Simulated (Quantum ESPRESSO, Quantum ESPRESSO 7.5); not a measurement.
# GaN/Ga(1-x)Al(x)N (10-10) interfaces, on the lattice of GaN, stepped through the share x of Al

What law, if any, do the results for GaN/Ga(1-x)Al(x)N (10-10) interfaces, on the lattice of GaN follow against the share x of Al?

Calculated with Quantum ESPRESSO 7.5; plane-wave DFT, LDA, GBRV ultrasoft pseudopotentials.

### 1. Starting point

The structure is hexagonal, space group P6_3mc (No. 186). Conventional cell: a = 3.162 Å, b = 3.162 Å, c = 5.146 Å, α = 90.00°, β = 90.00°, γ = 120.00°. Ga has 4 N at 1.93 to 1.94 Å nearest. Nearest to N lie 4 Ga at 1.93 to 1.94 Å. Farther neighbours and most contacts between anions are not listed.

Set-up: Each bulk cell keeps the common in-plane lattice and relaxes along the normal and in its atoms; the superlattice is stacked from these relaxed cells and held, so that both halves are the crystals whose edges are computed. Edges are hung on the mean electrostatic potential over one period in the middle of each half. Fermi-Dirac smearing of 0.002 Ry; edges are taken by band count, which loses its meaning where this level closes a crystal's gap. The alloys are ordered cells with 4 sites.

### 2. Relaxing cell and ions of the reference

The bulk crystal is relaxed in cell and atoms; the members are built on its lattice constants.

The input, ref.vc.in:

```
&control
  prefix = 'ref.vc'
  outdir = './out'
  pseudo_dir = './pseudo'
  nstep = 40
  forc_conv_thr = 0.001
  calculation = 'vc-relax'
/
&system
  ibrav = 0
  nat = 8
  ntyp = 2
  ecutwfc = 48
  ecutrho = 240
  occupations = 'smearing'
  smearing = 'fd'
  degauss = 0.002
/
&electrons
  conv_thr = 1e-09
  mixing_beta = 0.4
  electron_maxstep = 120
/
&ions
/
&cell
  press_conv_thr = 0.3
/
ATOMIC_SPECIES
  Ga  69.7230  ga_lda_v1.4.uspp.F.UPF
  N   14.0070  n_lda_v1.2.uspp.F.UPF
CELL_PARAMETERS angstrom
  3.16204000000000 0.00000000000000 0.00000000000000
  0.00000000000000 5.14568000000000 0.00000000000000
  0.00000000000000 0.00000000000000 5.47681393556509
ATOMIC_POSITIONS crystal
  Ga  0.500000000000 0.500000000000 0.166666666700
  N   0.500000000000 0.877000000000 0.166666666700
  Ga  0.000000000000 0.000000000000 0.333333333300
  N   0.000000000000 0.377000000000 0.333333333300
  Ga  0.000000000000 0.500000000000 0.666666666700
  N   0.000000000000 0.877000000000 0.666666666700
  Ga  0.500000000000 0.000000000000 0.833333333300
  N   0.500000000000 0.377000000000 0.833333333300
K_POINTS automatic
  10 6 6 0 0 0
```

Run with:

```console
$ OMP_NUM_THREADS=1 mpirun -n 4 pw.x -nk 4 -in ref.vc.in > ref.vc.out
```

The program printed:

```text
Program PWSCF v.7.5 starts
[citation notice left out]

     Parallel version (MPI & OpenMP), running on       4 processor cores
     Number of MPI processes:                 4
     Threads/MPI process:                     1

     MPI processes distributed on     1 nodes
[...]
Current dimensions of program PWSCF are:
     Max number of different atomic species (ntypx) = 10
     Max number of k-points (npk) =  40000
     Max angular momentum in pseudopotentials (lmaxx) =  4
     Found identity + (  0.5000  0.0000 -0.5000) symmetry
     This is a supercell, fractional translations are disabled
     Message from routine setup:
     using ibrav=0 with symmetry is DISCOURAGED, use correct ibrav instead

     K-points division:     npool     =       4
     Subspace diagonalization in iterative solution of the eigenvalue problem:
     a serial algorithm will be used

     G-vector sticks info
     --------------------
     sticks:   dense  smooth     PW     G-vecs:    dense   smooth      PW
     Sum        1103     889    269                37701    26973    4529

     Using Slab Decomposition

     bravais-lattice index     =            0
     lattice parameter (alat)  =       5.9754  a.u.
     unit-cell volume          =     601.3603 (a.u.)^3
     number of atoms/cell      =            8
     number of atomic types    =            2
     number of electrons       =        96.00
     number of Kohn-Sham states=           58
     kinetic-energy cutoff     =      48.0000  Ry
     charge density cutoff     =     240.0000  Ry
     scf convergence threshold =      1.0E-09
     mixing beta               =       0.4000
     number of iterations used =            8  plain     mixing
     energy convergence thresh.=      1.0E-04
     force convergence thresh. =      1.0E-03
     press convergence thresh. =      3.0E-01
     Exchange-correlation= SLA  PZ   NOGX NOGC
                           (   1   1   0   0   0   0   0)
     nstep                     =           40

     celldm(1)=   5.975390  celldm(2)=   0.000000  celldm(3)=   0.000000
     celldm(4)=   0.000000  celldm(5)=   0.000000  celldm(6)=   0.000000

     crystal axes: (cart. coord. in units of alat)
               a(1) = (   1.000000   0.000000   0.000000 )
               a(2) = (   0.000000   1.627329   0.000000 )
               a(3) = (   0.000000   0.000000   1.732051 )

     reciprocal axes: (cart. coord. in units 2 pi/alat)
               b(1) = (  1.000000  0.000000  0.000000 )
               b(2) = (  0.000000  0.614504  0.000000 )
               b(3) = (  0.000000  0.000000  0.577350 )

     PseudoPot. # 1 for Ga read from file:
     ./pseudo/ga_lda_v1.4.uspp.F.UPF
     Pseudo is Ultrasoft + core correction, Zval = 19.0
     Generated by new atomic code, or converted to UPF format
     Using radial grid of  871 points,  6 beta functions with:
                l(1) =   0
                l(2) =   0
                l(3) =   1
                l(4) =   1
                l(5) =   2
                l(6) =   2
     Q(r) pseudized with  8 coefficients,  rinner =    1.250   1.250   1.250
                                                       1.250   1.250

     PseudoPot. # 2 for N  read from file:
     ./pseudo/n_lda_v1.2.uspp.F.UPF
     Pseudo is Ultrasoft + core correction, Zval =  5.0
     Generated by new atomic code, or converted to UPF format
     Using radial grid of  729 points,  4 beta functions with:
                l(1) =   0
                l(2) =   0
                l(3) =   1
                l(4) =   1
     Q(r) pseudized with  8 coefficients,  rinner =    0.900   0.900   0.900

     atomic species   valence    mass     pseudopotential
     Ga               19.00    69.72300     Ga( 1.00)
     N                 5.00    14.00700     N ( 1.00)

      2 Sym. Ops. (no inversion) found

   Cartesian axes

     site n.     atom                  positions (alat units)
         1        Ga     tau(   1) = (   0.5000000   0.8136646   0.2886751  )
         2        N      tau(   2) = (   0.5000000   1.4271677   0.2886751  )
         3        Ga     tau(   3) = (   0.0000000   0.0000000   0.5773503  )
         4        N      tau(   4) = (   0.0000000   0.6135031   0.5773503  )
         5        Ga     tau(   5) = (   0.0000000   0.8136646   1.1547005  )
         6        N      tau(   6) = (   0.0000000   1.4271677   1.1547005  )
         7        Ga     tau(   7) = (   0.5000000   0.0000000   1.4433757  )
         8        N      tau(   8) = (   0.5000000   0.6135031   1.4433757  )

     number of k points=   120  Fermi-Dirac smearing, width (Ry)=  0.0020

     Number of k-points >= 100: set verbosity='high' to print them.

     Dense  grid:    37701 G-vectors     FFT dimensions: (  30,  48,  54)

     Smooth grid:    26973 G-vectors     FFT dimensions: (  27,  45,  45)

     Estimated max dynamical RAM per process >     154.19 MB

     Estimated total dynamical RAM >     589.15 MB

     Initial potential from superposition of free atoms

     starting charge      92.0000, renormalised to      96.0000
     Starting wfcs are   64 randomized atomic wfcs

     total cpu time spent up to now is        4.6 secs

     per-process dynamical memory:   132.2 Mb

     Self-consistent Calculation

     iteration #  1     ecut=    48.00 Ry     beta= 0.40
     Davidson diagonalization with overlap
     ethr =  1.00E-02,  avg # of iterations =  2.9

     total cpu time spent up to now is       16.8 secs

     total energy              =   -1733.51772187 Ry
     estimated scf accuracy    <      20.94093271 Ry

     iteration #  2     ecut=    48.00 Ry     beta= 0.40
[...]
total energy              =   -1740.71165312 Ry
     estimated scf accuracy    <       1.74723764 Ry

     iteration #  3     ecut=    48.00 Ry     beta= 0.40
[...]
total energy              =   -1740.85501755 Ry
     estimated scf accuracy    <       0.14031808 Ry

     iteration #  4     ecut=    48.00 Ry     beta= 0.40
[...]
total energy              =   -1740.86378729 Ry
     estimated scf accuracy    <       0.01708268 Ry

     iteration #  5     ecut=    48.00 Ry     beta= 0.40
[...]
total energy              =   -1740.86511893 Ry
     estimated scf accuracy    <       0.00628059 Ry

     iteration #  6     ecut=    48.00 Ry     beta= 0.40
[...]
total energy              =   -1740.86703954 Ry
[...]
N                0.0000000000        0.8768585434        0.6666668917
Ga               0.5000000000        0.0001415923        0.8333336846
N                0.5000000000        0.3768587156        0.8333330720

[...]
NEW-OLD atomic charge density approx. for the potential
     New effective cutoffs (rho, wfc):  241.09   48.23

     total cpu time spent up to now is      213.0 secs

     per-process dynamical memory:   169.0 Mb

     Self-consistent Calculation

     iteration #  1     ecut=    48.00 Ry     beta= 0.40
     Davidson diagonalization with overlap
     ethr =  1.00E-06,  avg # of iterations =  2.0

     Threshold (ethr) on eigenvalues was too large:
     Diagonalizing with lowered threshold

     Davidson diagonalization with overlap
     ethr =  3.20E-10,  avg # of iterations =  7.0

     total cpu time spent up to now is      243.6 secs

     total energy              =   -1740.86726932 Ry
     estimated scf accuracy    <       0.00000025 Ry

[...]
iteration #  6     ecut=    48.00 Ry     beta= 0.40
[...]
End of self-consistent calculation

     Number of k-points >= 100: set verbosity='high' to print the bands.

     the Fermi energy is    12.1788 ev

!    total energy              =   -1740.86726931 Ry
     estimated scf accuracy    <          4.2E-12 Ry
     smearing contrib. (-TS)   =       0.00000000 Ry
     internal energy E=F+TS    =   -1740.86726931 Ry

     The total energy is F=E-TS. E is the sum of the following terms:
     one-electron contribution =   -1334.18903397 Ry
     hartree contribution      =     718.29678099 Ry
     xc contribution           =    -213.01807035 Ry
     ewald contribution        =    -911.95694598 Ry

     convergence has been achieved in   6 iterations

     Forces acting on atoms (cartesian axes, Ry/au):

     atom    1 type  1   force =     0.00000000    0.00047398    0.00000478
     atom    2 type  2   force =     0.00000000   -0.00047594    0.00000070
     atom    3 type  1   force =     0.00000000    0.00047696    0.00000209
     atom    4 type  2   force =     0.00000000   -0.00047482   -0.00000178
     atom    5 type  1   force =     0.00000000    0.00047653   -0.00000356
     atom    6 type  2   force =     0.00000000   -0.00047490    0.00000231
     atom    7 type  1   force =     0.00000000    0.00047456   -0.00000327
     atom    8 type  2   force =     0.00000000   -0.00047637   -0.00000128

     Total force =     0.001345     Total SCF correction =     0.000014

     Computing stress (Cartesian axis) and pressure

          total   stress  (Ry/bohr**3)                   (kbar)     P=        0.30
  -0.00000106   0.00000000   0.00000000           -0.16        0.00        0.00
   0.00000000   0.00000823   0.00000000            0.00        1.21        0.00
   0.00000000   0.00000000  -0.00000109            0.00        0.00       -0.16

     Energy error            =      5.6E-06 Ry
     Gradient error          =      4.8E-04 Ry/Bohr
     Cell gradient error     =      1.2E+00 kbar

     number of scf cycles    =   3
     number of bfgs steps    =   2

     enthalpy           old  =   -1740.8672636660 Ry
     enthalpy           new  =   -1740.8672693128 Ry

     CASE: enthalpy          _new < enthalpy          _old

     new trust radius        =       0.0014817862 bohr
     new conv_thr            =            1.0E-11 Ry

     new unit-cell volume =    597.80483 a.u.^3 (    88.58554 Ang^3 )
     density =      6.27809 g/cm^3

CELL_PARAMETERS (angstrom)
   3.154286187   0.000000000   0.000000000
   0.000000000   5.140457326   0.000000047
   0.000000000   0.000000050   5.463361844

ATOMIC_POSITIONS (crystal)
Ga               0.5000000000        0.5002256321        0.1666665994
N                0.5000000000        0.8767745347        0.1666671527
Ga               0.0000000000        0.0002253488        0.3333327702
N                0.0000000000        0.3767745524        0.3333327401
Ga               0.0000000000        0.5002253303        0.6666672853
N                0.0000000000        0.8767745253        0.6666672468
Ga               0.5000000000        0.0002255796        0.8333333402
N                0.5000000000        0.3767744969        0.8333328654

[...]
NEW-OLD atomic charge density approx. for the potential
     New effective cutoffs (rho, wfc):  241.14   48.24

     total cpu time spent up to now is      299.1 secs

     per-process dynamical memory:   169.0 Mb

[...]
!    total energy              =   -1740.86727380 Ry
[...]
Total force =     0.000657     Total SCF correction =     0.000013
[...]
number of bfgs steps    =   3
[...]
new trust radius        =       0.0014192390 bohr
[...]
!    total energy              =   -1740.86727401 Ry
[...]
Total force =     0.000007     Total SCF correction =     0.000016
[...]
Self-consistent Calculation

     iteration #  1     ecut=    48.00 Ry     beta= 0.40
     Davidson diagonalization with overlap
     c_bands:  1 eigenvalues not converged
     c_bands:  1 eigenvalues not converged
     c_bands:  2 eigenvalues not converged
     c_bands:  1 eigenvalues not converged
     c_bands:  1 eigenvalues not converged
     ethr =  1.00E-06,  avg # of iterations = 14.6

     total cpu time spent up to now is      516.8 secs

     total energy              =   -1732.39792129 Ry
     estimated scf accuracy    <      22.84751418 Ry

[...]
iteration # 14     ecut=    48.00 Ry     beta= 0.40
[...]
End of self-consistent calculation

     Number of k-points >= 100: set verbosity='high' to print the bands.

     the Fermi energy is    12.1775 ev

!    total energy              =   -1740.86712937 Ry
     estimated scf accuracy    <          1.2E-12 Ry
     smearing contrib. (-TS)   =       0.00000000 Ry
     internal energy E=F+TS    =   -1740.86712937 Ry

     The total energy is F=E-TS. E is the sum of the following terms:
     one-electron contribution =   -1334.24678518 Ry
     hartree contribution      =     718.31691919 Ry
     xc contribution           =    -213.01701925 Ry
     ewald contribution        =    -911.92024412 Ry

     convergence has been achieved in  14 iterations

     Forces acting on atoms (cartesian axes, Ry/au):

     atom    1 type  1   force =     0.00000000    0.00000005   -0.00000224
     atom    2 type  2   force =     0.00000000    0.00000065    0.00000123
     atom    3 type  1   force =     0.00000000   -0.00000071   -0.00000124
     atom    4 type  2   force =     0.00000000   -0.00000019   -0.00000032
     atom    5 type  1   force =     0.00000000   -0.00000081    0.00000177
     atom    6 type  2   force =     0.00000000   -0.00000011    0.00000015
     atom    7 type  1   force =     0.00000000    0.00000022    0.00000168
     atom    8 type  2   force =     0.00000000    0.00000089   -0.00000102

     Total force =     0.000004     Total SCF correction =     0.000003
     SCF correction compared to forces is large: reduce conv_thr to get better values

     Computing stress (Cartesian axis) and pressure

          total   stress  (Ry/bohr**3)                   (kbar)     P=       -0.18
  -0.00000141   0.00000000   0.00000000           -0.21        0.00        0.00
   0.00000000  -0.00000082  -0.00000000            0.00       -0.12       -0.00
   0.00000000  -0.00000000  -0.00000139            0.00       -0.00       -0.20

[...]
=------------------------------------------------------------------------------=
   JOB DONE.
=------------------------------------------------------------------------------=
```

Wall time 11 min (4 MPI ranks of Arm Neoverse V1, shared host); peak memory 0.74 GiB.

Relaxation path:

```tsv
step	energy less that of the first step (eV)	largest force (eV/Å)	volume (Å³)
1	0.0000	0.0178	89.11
2	-0.0020	0.0169	88.59
3	-0.0020	0.0123	88.58
4	-0.0021	0.0060	88.59
5	-0.0021	0.0001	88.59
6	-0.0001	0.0001	88.59
```

```tsv
cell as run	before	after	change
a (Å)	3.162	3.154	-0.3 %
b (Å)	5.146	5.142	-0.1 %
c (Å)	5.477	5.463	-0.3 %
volume (Å³/atom)	11.14	11.07	-0.6 %
```

Final coordinates:

```cif
data_structure
_symmetry_space_group_name_H-M 'P 1'
_symmetry_Int_Tables_number 1
_cell_length_a 3.1539
_cell_length_b 5.1419
_cell_length_c 5.4627
_cell_angle_alpha 90.000
_cell_angle_beta 90.000
_cell_angle_gamma 90.000
_cell_volume 88.59
loop_
_atom_site_label
_atom_site_type_symbol
_atom_site_fract_x
_atom_site_fract_y
_atom_site_fract_z
_atom_site_occupancy
Ga1 Ga 0.50000 0.50031 0.16667 1
N2 N 0.50000 0.87669 0.16667 1
Ga3 Ga 0.00000 0.00031 0.33333 1
N4 N 0.00000 0.37669 0.33333 1
Ga5 Ga 0.00000 0.50031 0.66667 1
N6 N 0.00000 0.87669 0.66667 1
Ga7 Ga 0.50000 0.00031 0.83333 1
N8 N 0.50000 0.37669 0.83333 1
```

 The last row is no step: it is a fresh SCF in the final cell with a new plane-wave basis, +2 meV from the row before.

This step gave:

```
free energy  : -23685.7039 eV
Fermi energy : 12.18 eV
```

[end of part 1 of 9]

[Logs are printed without paths, hosts, clocks, repeated set-up lines and the standing remarks that a program may print on its own settings, such as how far it seeks lower states.]

[Hosts, paths, dates, database ids (printed as entryN), source tags and the programs' standing remarks are cut or masked in the printed files.]

[Maps of the electrostatic potential energy from Ansatz leave out the sawtooth potential of an applied field or a dipole correction, so their vacuum need not be flat; planar profiles and work functions include it.]
